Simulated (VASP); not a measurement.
# Pt (Im-3m) in VASP: notebook

The runs below take Pt through single point, with LDA.

Program: VASP 6.6.1. These are calculated values, not measurements. Logs are shortened: lines on timing, memory, paths and dates and some standing lists are left out, and cuts for length are marked.

**1. The crystal as given**

Symmetry: Im-3m, No. 229, cubic system. The conventional cell has a = 3.168 Å, b = 3.168 Å, c = 3.168 Å, α = 90.00°, β = 90.00°, γ = 90.00°. Pt (site symmetry m-3m) is surrounded by 8 Pt at 2.74 Å.

This isn't the form of Pt at room conditions, which is fcc.

**2. Single point, LDA**

File INCAR:

```
PREC = Normal
ENCUT = 460
EDIFF = 1E-4
ISMEAR = 1
SIGMA = 0.15
LREAL = Auto
LASPH = True
NELM = 100
ALGO = Normal
ISIF = 2
LWAVE = False
LCHARG = False
GGA = CA
ADDGRID = False
```

File KPOINTS:

```
Automatic mesh
0
Gamma
  11 11 11
```

File POSCAR:

```
Pt
1.0
   -1.5842200000      1.5842200000      1.5842200000
    1.5842200000     -1.5842200000      1.5842200000
    1.5842200000      1.5842200000     -1.5842200000
Pt
1
Direct
    0.0000000000      0.0000000000      0.0000000000
```

Potentials or basis: VASP PAW LDA potentials, release 64 (Pt).

Launch:

```sh
$ cat potpaw_LDA.64/Pt/POTCAR > POTCAR
$ mpirun -np 1 vasp_std > vasp.out
```

OUTCAR:

```text
PREC = Normal
   ENCUT = 460
   EDIFF = 1E-4
   ISMEAR = 1
   LREAL = Auto
   LASPH = True
   NELM = 100
   ISIF = 2
   GGA = CA

 Found     56 irreducible k-points:

 Following reciprocal coordinates:
            Coordinates               Weight
  0.000000  0.000000  0.000000      1.000000
  0.090909  0.000000  0.000000     12.000000
  0.181818  0.000000  0.000000     12.000000
  0.272727  0.000000  0.000000     12.000000
  0.363636  0.000000  0.000000     12.000000
  0.454545  0.000000  0.000000     12.000000
   k-points           NKPTS =     56   k-points in BZ     NKDIM =     56   number of bands    NBANDS=      9
   number of dos      NEDOS =    301   number of ions     NIONS =      1
   total plane-waves  NPLWV =   2744
   dimension x,y,z NGX =    14 NGY =   14 NGZ =   14
   dimension x,y,z NGXF=    28 NGYF=   28 NGZF=   28
   ions per type =               1
   NGX,Y,Z   is equivalent  to a cutoff of   8.48,  8.48,  8.48 a.u.
   NGXF,Y,Z  is equivalent  to a cutoff of  16.96, 16.96, 16.96 a.u.
 SYSTEM =  unknown system
   PREC   = normal    normal or accurate (medium, high low for compatibility)
   ISTART =      0    job   : 0-new  1-cont  2-samecut
   ICHARG =      2    charge: 1-file 2-atom 10-const
   ISPIN  =      1    spin polarized calculation?
   LNONCOLLINEAR =      F non collinear calculations
   LSORBIT =      F    spin-orbit coupling
   LASPH  =      T    aspherical Exc in radial PAW
   ENCUT  =  460.0 eV  33.81 Ry    5.81 a.u.   4.80  4.80  4.80*2*pi/ulx,y,z
   NELM   =    100;   NELMIN=  2; NELMDL= -5     # of ELM steps
   EDIFF  = 0.1E-03   stopping-criterion for ELM
   LREAL  =      T    real-space projection
   EDIFFG = 0.1E-02   stopping-criterion for IOM
   NSW    =      0    number of steps for IOM
   IBRION =     -1    ionic relax: 0-MD 1-quasi-New 2-CG
   NFREE  =      0    steps in history (QN), initial steepest desc. (CG)
   ISIF   =      2    stress and relaxation
   ISYM   =      2    0-nonsym 1-usesym 2-fastsym
   POTIM  = 0.5000    time-step for ionic-motion
   TEBEG  =    0.0;   TEEND  =   0.0 temperature during run
   PSTRESS=    0.0 pullay stress
   NELECT =      10.0000    total number of electrons
   NUPDOWN=      -1.0000    fix difference up-down
   EMIN   =  10.00;   EMAX   =-10.00  energy-range for DOS
   EFERMI =   0.00;   METHOD = LEGACY
   ISMEAR =     1;   SIGMA  =   0.15  broadening in eV -4-tet -1-fermi 0-gaus
   EFERMI_NEDOS =   21; number of points for ismear=-14 and -15
   IALGO  =     38    algorithm
   IMIX   =      4    mixing-type and parameters
     AMIX     =   0.40;   BMIX     =  1.00
     AMIX_MAG =   1.60;   BMIX_MAG =  1.00
  volume/ion in A,a.u.               =      15.90       107.33
  Fermi-wavevector in a.u.,A,eV,Ry     =   1.402510  2.650360 26.763132  1.967035
  Thomas-Fermi vector in A             =   2.525265
   LORBIT       =      0    0 simple, 1 ext, 2 COOP (PROOUT), +10 PAW based schemes
   GGA     = CA    functional components
   LHFCALC =     F    Hartree Fock is set to
   AEXX    =    0.0000 exact exchange contribution
   IVDW    =     0    specifies the selected vdW correction
   LEPSILON=     F    determine dielectric tensor
   LRPA    =     F    only Hartree local field effects (RPA)
 non-spin polarized calculation
 Methfessel and Paxton  Order N= 1 SIGMA  =   0.15
  energy-cutoff  :      460.00
  volume of cell :       15.90
 maximum number of plane-waves:       370
   NGX =  9   NGY =  9   NGZ =  9

 number of electron      10.0000011 magnetization

 Free energy of the ion-electron system (eV)
  ---------------------------------------------------
  ext. energy  EPLUGINS =         0.00000000
  ---------------------------------------------------
  free energy    TOTEN  =        -7.31687037 eV

  energy without entropy =       -7.31216760  energy(sigma->0) =       -7.31530278

 E-fermi :   9.8775     XC(G=0): -13.3770

 val. band max:        9.8527874731   @ k =  -0.3636   0.3636   0.0909
 cond. band min:       9.8866172825   @ k =   0.4545   0.0909  -0.0000
 fundamental gap:      0.0338298094
 Fermi energy:         9.8774923341

 k-point     1 :       0.0000    0.0000    0.0000
  band No.  band energies     occupation
      1       0.4793      2.00000
      2       6.4617      2.00000
      3       6.4617      2.00000
      4       6.4617      2.00000
      5       8.9712      2.00000
      6       8.9712      2.00000
      7      27.0068      0.00000
      8      27.0068      0.00000
      9      27.0068      0.00000

 k-point     2 :       0.0909    0.0000    0.0000
  band No.  band energies     occupation
      1       0.8111      2.00000
      2       6.3338      2.00000
      3       6.4601      2.00000
      4       6.7276      2.00000
      5       8.8133      2.00000
      6       8.9804      2.00000
      7      27.1381      0.00000
      8      27.2275      0.00000
      9      27.4948      0.00000

 k-point     3 :       0.1818    0.0000    0.0000
  band No.  band energies     occupation
      1       1.7212      2.00000
      2       6.0068      2.00000
      3       6.4336      2.00000
      4       7.4917      2.00000
      5       8.5680      2.00000
      6       9.0179      2.00000
      7      26.5791      0.00000
      8      26.8998      0.00000
      9      28.8684      0.00000

 k-point     4 :       0.2727    0.0000    0.0000
  band No.  band energies     occupation
      1       2.8273      2.00000
      2       5.6092      2.00000
      3       6.6247      2.00000
      4       8.5631      2.00000
      5       8.6379      2.00000
      6       9.0960      2.00000
      7      23.4445      0.00000
      8      25.5601      0.00000
      9      30.5312      0.00000

 k-point     5 :       0.3636    0.0000    0.0000
  band No.  band energies     occupation
      1       3.3787      2.00000
      2       5.2696      2.00000
      3       7.7721      2.00000
      4       8.8004      2.00000
      5       9.1998      2.00000
      6       9.9113      0.62933
      7      19.6980      0.00000
      8      24.1170      0.00000
      9      27.6595      0.00000

 k-point     6 :       0.4545    0.0000    0.0000
  band No.  band energies     occupation
      1       3.4155      2.00000
      2       5.0779      2.00000
      3       8.7291      2.00000
      4       9.2777      2.00000
      5       9.8387      1.42146
      6      10.8303     -0.00000
      7      16.6988      0.00000
      8      23.2811      0.00000
      9      25.8933      0.00000

 [... further k-points ...]

------------------------ aborting loop because EDIFF is reached ----------------------------------------

  FORCE on cell =-STRESS in cart. coord.  units (eV):
  Direction    XX          YY          ZZ          XY          YZ          ZX
  --------------------------------------------------------------------------------------
  -------------------------------------------------------------------------------------
  Total       -1.5223068     -1.5223068     -1.5223068     -0.0000000     -0.0000000      0.0000000
  in kB     -153.3579581   -153.3579581   -153.3579581     -0.0000000     -0.0000000      0.0000000
  external PRESSURE =    -153.3579581 kB  Pullay stress =       0.0000000 kB

 VOLUME and BASIS-vectors are now :
 -----------------------------------------------------------------------------
  energy-cutoff  :      460.00
  volume of cell :       15.90
      direct lattice vectors                 reciprocal lattice vectors
    -1.584220000  1.584220000  1.584220000     0.000000000  0.315612731  0.315612731
     1.584220000 -1.584220000  1.584220000     0.315612731  0.000000000  0.315612731
     1.584220000  1.584220000 -1.584220000     0.315612731  0.315612731  0.000000000

 POSITION                                       TOTAL-FORCE (eV/Angst)
 -----------------------------------------------------------------------------------
      0.00000      0.00000      0.00000        -0.000000      0.000000      0.000000
 -----------------------------------------------------------------------------------
    total drift:                               -0.000000     -0.000000     -0.000000

  FREE ENERGIE OF THE ION-ELECTRON SYSTEM (eV)
  ---------------------------------------------------
  free  energy   TOTEN  =        -7.3168703683 eV

  energy  without entropy=       -7.3121676004  energy(sigma->0) =       -7.31530278
```

Run time: 3.3 s. Hardware: 1 thread of Intel Xeon Platinum 8488C (Sapphire Rapids), shared host; peak memory 0.1 GiB.

The run converged, but some of its settings lie outside the range that counts as converged, so its numbers aren't taken as properties of the crystal.

What came out:

```
Free energy            : -7.3169 eV
Pressure               : -15.3 GPa
Band gap on the k mesh : none (metal or under the smearing width)
```

**3. Single point, LDA**

File INCAR:

```
PREC = Accurate
ENCUT = 340
EDIFF = 1E-6
ISMEAR = 1
SIGMA = 0.15
LREAL = False
LASPH = True
NELM = 100
ALGO = Normal
ISIF = 2
LWAVE = False
LCHARG = False
GGA = CA
ADDGRID = False
```

File KPOINTS:

```
Automatic mesh
0
Gamma
  13 13 13
```

POSCAR is that of step 2.

Potentials or basis: VASP PAW LDA potentials, release 64 (Pt).

Launch:

```sh
$ cat potpaw_LDA.64/Pt/POTCAR > POTCAR
$ mpirun -np 1 vasp_std > vasp.out
```

Run time: 5.3 s. Hardware: 1 thread of Intel Xeon Platinum 8488C (Sapphire Rapids), shared host; peak memory 0.11 GiB.

These settings aren't checked as converged: the numbers below hold their error.

Results:

```yaml
Free_energy: -7.3328 eV
Pressure: -16.2 GPa
Band_gap_on_the_k_mesh: none (metal or under the smearing width)
```

**4. Single point, LDA**

Edit INCAR of step 3 so:

```diff
@@ -1,3 +1,3 @@
 PREC = Accurate
-ENCUT = 340
+ENCUT = 520
 EDIFF = 1E-6
```

File KPOINTS:

```
Automatic mesh
0
Gamma
  11 11 11
```

POSCAR is that of step 3.

Potentials or basis: VASP PAW LDA potentials, release 64 (Pt).

Launch:

```sh
$ cat potpaw_LDA.64/Pt/POTCAR > POTCAR
$ mpirun -np 1 vasp_std > vasp.out
```

OUTCAR:

```text
PREC = Accurate
   ENCUT = 520
   EDIFF = 1E-6
   ISMEAR = 1
   LREAL = False
   LASPH = True
   NELM = 100
   ISIF = 2
   GGA = CA

 Found     56 irreducible k-points:

 Following reciprocal coordinates:
            Coordinates               Weight
  0.000000  0.000000  0.000000      1.000000
  0.090909  0.000000  0.000000     12.000000
  0.181818  0.000000  0.000000     12.000000
  0.272727  0.000000  0.000000     12.000000
  0.363636  0.000000  0.000000     12.000000
  0.454545  0.000000  0.000000     12.000000
   k-points           NKPTS =     56   k-points in BZ     NKDIM =     56   number of bands    NBANDS=      9
   number of dos      NEDOS =    301   number of ions     NIONS =      1
   total plane-waves  NPLWV =   8000
   dimension x,y,z NGX =    20 NGY =   20 NGZ =   20
   dimension x,y,z NGXF=    40 NGYF=   40 NGZF=   40
   ions per type =               1
   NGX,Y,Z   is equivalent  to a cutoff of  12.12, 12.12, 12.12 a.u.
   NGXF,Y,Z  is equivalent  to a cutoff of  24.23, 24.23, 24.23 a.u.
 SYSTEM =  unknown system
   PREC   = accura    normal or accurate (medium, high low for compatibility)
   ISTART =      0    job   : 0-new  1-cont  2-samecut
   ICHARG =      2    charge: 1-file 2-atom 10-const
   ISPIN  =      1    spin polarized calculation?
   LNONCOLLINEAR =      F non collinear calculations
   LSORBIT =      F    spin-orbit coupling
   LASPH  =      T    aspherical Exc in radial PAW
[... 60 lines left out ...]
      1       0.4797      2.00000
      2       6.4615      2.00000
      3       6.4615      2.00000
      4       6.4615      2.00000
      5       8.9710      2.00000
      6       8.9710      2.00000
      7      27.0066      0.00000
      8      27.0066      0.00000
      9      27.0066      0.00000
[... 49 lines left out ...]
 k-point     6 :       0.4545    0.0000    0.0000
  band No.  band energies     occupation
      1       3.4155      2.00000
      2       5.0777      2.00000
      3       8.7289      2.00000
      4       9.2775      2.00000
      5       9.8389      1.41777
      6      10.8301     -0.00000
      7      16.6988      0.00000
      8      23.2810      0.00000
      9      25.8934      0.00000

 [... further k-points ...]

------------------------ aborting loop because EDIFF is reached ----------------------------------------

  FORCE on cell =-STRESS in cart. coord.  units (eV):
  Direction    XX          YY          ZZ          XY          YZ          ZX
  --------------------------------------------------------------------------------------
  -------------------------------------------------------------------------------------
  Total       -1.5002932     -1.5002932     -1.5002932     -0.0000000      0.0000000     -0.0000000
  in kB     -151.1402892   -151.1402892   -151.1402892     -0.0000000      0.0000000     -0.0000000
  external PRESSURE =    -151.1402892 kB  Pullay stress =       0.0000000 kB

 VOLUME and BASIS-vectors are now :
 -----------------------------------------------------------------------------
  energy-cutoff  :      520.00
  volume of cell :       15.90
      direct lattice vectors                 reciprocal lattice vectors
    -1.584220000  1.584220000  1.584220000     0.000000000  0.315612731  0.315612731
     1.584220000 -1.584220000  1.584220000     0.315612731  0.000000000  0.315612731
     1.584220000  1.584220000 -1.584220000     0.315612731  0.315612731  0.000000000

 POSITION                                       TOTAL-FORCE (eV/Angst)
 -----------------------------------------------------------------------------------
      0.00000      0.00000      0.00000         0.000000      0.000000     -0.000000
 -----------------------------------------------------------------------------------
    total drift:                                0.000000     -0.000000      0.000000

  FREE ENERGIE OF THE ION-ELECTRON SYSTEM (eV)
  ---------------------------------------------------
  free  energy   TOTEN  =        -7.3157332530 eV

  energy  without entropy=       -7.3110280066  energy(sigma->0) =       -7.31416484
```

stdout:

```text
POSCAR found type information on POSCAR Pt
 POSCAR found :  1 types and       1 ions
 scaLAPACK will be used
 LDA part: xc-table for (Slater(with rela. corr.)+CA(PZ))
 , standard interpolation
 POSCAR, INCAR and KPOINTS ok, starting setup
 FFT: planning ... GRIDC
 FFT: planning ... GRID_SOFT
 FFT: planning ... GRID
 WAVECAR not read
 entering main loop
```

Wall time 7 s (1 thread of Intel Xeon Platinum 8488C (Sapphire Rapids), shared host); peak memory 0.12 GiB.

The run converged, but some of its settings lie outside the range that counts as converged, so its numbers aren't taken as properties of the crystal.

Results:

```
Free energy            : -7.3157 eV
Pressure               : -15.1 GPa
Band gap on the k mesh : none (metal or under the smearing width)
```
